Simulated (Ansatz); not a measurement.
# Field gradients of HfO₂ from run to run

Cell of run 1: a structure deposited in the COD, atoms as given.

Space group P2_1/c (No. 14); a = 5.1156, b = 5.1722, c = 5.2948 Å, β = 99.18°.

| site | Wyckoff | site symmetry | x | y | z |
| --- | --- | --- | --- | --- | --- |
| Hf | 4e | 1 | 0.2759 | 0.0412 | 0.2078 |
| O5 | 4e | 1 | 0.0730 | 0.3460 | 0.3320 |
| O9 | 4e | 1 | 0.4460 | 0.7480 | 0.4880 |

One atom of each set is listed.

Relaxed positions (PBE, cell held):

Hf (0.2766, 0.0418, 0.2082)
O5 (0.0721, 0.3376, 0.3407)
O9 (0.4465, 0.7583, 0.4796)

All runs are DFT with Ansatz 0.2.0 (plane waves and PAW, scalar-relativistic unless spin–orbit coupling is named, Γ-centred meshes, Fermi–Dirac smearing where given) in this cell.

Run 1: PBE, gradients read without the response of the cores, atoms as given; 420 eV, 5×5×5 k-points, smearing 0.02 eV.
Run 2: PBE, gradients read without the response of the cores, atoms relaxed; 420 eV, 5×5×5 k-points, smearing 0.02 eV.
Run 3: r2SCAN, gradients read without the response of the cores, at the relaxed atoms; 500 eV, 5×5×5 k-points, smearing 0.02 eV.

Task: What does each run give, and what moves the gradients most?

Result: 

| run | Hf V_zz (η) | O5 V_zz (η) | O9 V_zz (η) |
| --- | --- | --- | --- |
| 1 | 14.99 (0.28) | -1.74 (0.61) | 1.11 (0.83) |
| 2 | 11.66 (0.22) | -1.34 (0.83) | 1.08 (0.95) |
| 3 | 11.75 (0.23) | -1.33 (0.82) | 1.11 (0.98) |

V_zz in 10²¹ V/m². Against run 1, the gradient tensors on these sites move by at most 10.63 in run 2 (Hf), 10.70 in run 3 (Hf). Taken one at a time, the positions of the atoms (as given or relaxed) move the tensors on these sites by up to 10.63 (largest principal value of the change, on Hf), the functional (r2SCAN with its higher cutoff) by 0.13 (Hf).

Without spin–orbit coupling the gradients at and beside Hf can be off by some per cent, at some sites by more. In run 1 the atoms aren't at the calculated equilibrium (largest force 1.2 eV/Å). The cell isn't the equilibrium one in run 2 (calculated pressure 5 GPa), and the entry's cell may itself be off.
